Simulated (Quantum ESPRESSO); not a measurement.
TePt:

```
Pt Te
1.0
     1.98157    1.14406    6.66103
    -1.98157    1.14406    6.66103
     0.00000   -2.28812    6.66103
Pt Te
2 2
Direct
  0.12967 0.12967 0.12967
  0.87033 0.87033 0.87033
  0.40200 0.40200 0.40200
  0.59800 0.59800 0.59800
```

| Property | Result |
| --- | --- |
| Program | Quantum ESPRESSO 7.5 |
| Task | relaxation of cell and atoms |
| Functional | PBEsol |
| Dispersion | D3(BJ) |
| Potentials or basis | GBRV 1.5 PBEsol |
| Cutoff | 612 eV |
| Density cutoff | 4898 eV |
| k mesh | 4 × 4 × 4 |
| Occupations | fermi-dirac, width 0.05 eV |
| Spin | no spin polarisation |

At the start: pressure -2.3 GPa; volume 22.65 Å³/atom.

Problem. How do energy, volume and symmetry change on relaxing?

Solution. Over 11 steps the energy falls by 27.3 meV/atom and the volume is 21.42 Å³/atom (-5.4 %); space group R-3m (No. 166, to 0.05 Å).

Step by step:
```
step  energy change (eV)  largest force (eV/Å)  pressure (GPa)  volume (Å³)
   1              0.0000                0.5963           -2.29        90.60
   2             -0.0218                0.4963           -2.27        90.29
   3             -0.0711                0.3833           -1.39        88.41
   4             -0.0762                0.3437           -1.20        88.19
   5             -0.1031                0.2011            1.64        85.07
   6             -0.1064                0.1537            0.86        85.59
   7             -0.1086                0.0671            0.29        85.77
   8             -0.1094                0.0067           -0.03        85.78
   9             -0.1093                0.0057           -0.02        85.76
  10             -0.1093                0.0098            0.00        85.73
  11             -0.1094                0.0173            0.02        85.70
```

Final structure:
```cif
data_structure
_symmetry_space_group_name_H-M 'P 1'
_symmetry_Int_Tables_number 1
_cell_length_a 6.8809
_cell_length_b 6.8809
_cell_length_c 6.8809
_cell_angle_alpha 32.937
_cell_angle_beta 32.937
_cell_angle_gamma 32.937
_cell_volume 85.70
loop_
_atom_site_label
_atom_site_type_symbol
_atom_site_fract_x
_atom_site_fract_y
_atom_site_fract_z
_atom_site_occupancy
Pt1 Pt 0.12970 0.12970 0.12970 1
Pt2 Pt 0.87030 0.87030 0.87030 1
Te1 Te 0.39613 0.39613 0.39613 1
Te2 Te 0.60387 0.60387 0.60387 1
```

Caveat: the k mesh is coarse (spacing up to 0.46 Å⁻¹), so the values aren't converged; pairwise dispersion overbinds metals, which lowers pressure and volume.
